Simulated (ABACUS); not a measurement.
GaP, 2 atoms in the cell. It takes space group F-43m (No. 216, cubic). Conventional cell: a = 5.451 Å, b = 5.451 Å, c = 5.451 Å, α = 90.00°, β = 90.00°, γ = 90.00°. Ga (site symmetry -43m) has 4 P at 2.36 Å as nearest neighbours. P (site symmetry -43m) is surrounded by 4 Ga at 2.36 Å. 

| Item | Value |
| --- | --- |
| Program | ABACUS 3.10.1 |
| Task | band structure |
| Functional | WC |
| Potentials or basis | PseudoDojo NC SR 0.5 PBE stringent |
| Cutoff | 1551 eV |
| Density cutoff | 6204 eV |
| Basis | plane waves |
| Occupations | fermi-dirac, width 0.05 eV |
| Spin | no spin polarisation |
| Radial cutoff of the potentials (pseudo_rcut) | 10 bohr |
| Threshold of the eigensolver | 1e-07 Ry |
| Density | read from an earlier self-consistent run |
| Path | G-X-W-K-G-L-U-W-L-K, U-X |
| Points for each segment of the path | 10 |
| SCF threshold on the density | 1e-08 |
| Max SCF steps | 100 |
| Eigensolver | dav |
| Mixing | broyden |
| Mixing share | 0.7 |
| Symmetry key | -1 |
| Bands | 23 |

Potentials or basis: PseudoDojo NC SR 0.5 PBE stringent, plane waves.

Launch:

```sh
$ OMP_NUM_THREADS=1 mpirun -np 4 abacus > log
```

Hardware: 4 MPI ranks on Intel(R) Xeon(R) Platinum 8488C (Sapphire Rapids), with other jobs on the host.

How long does it take, and how much memory?

It took 16 s on 4 MPI ranks on Intel(R) Xeon(R) Platinum 8488C (Sapphire Rapids) (shared host), peak memory 0.6 GiB a rank. Counts: scf iterations 1, k points 102, bands 23, ranks 4.
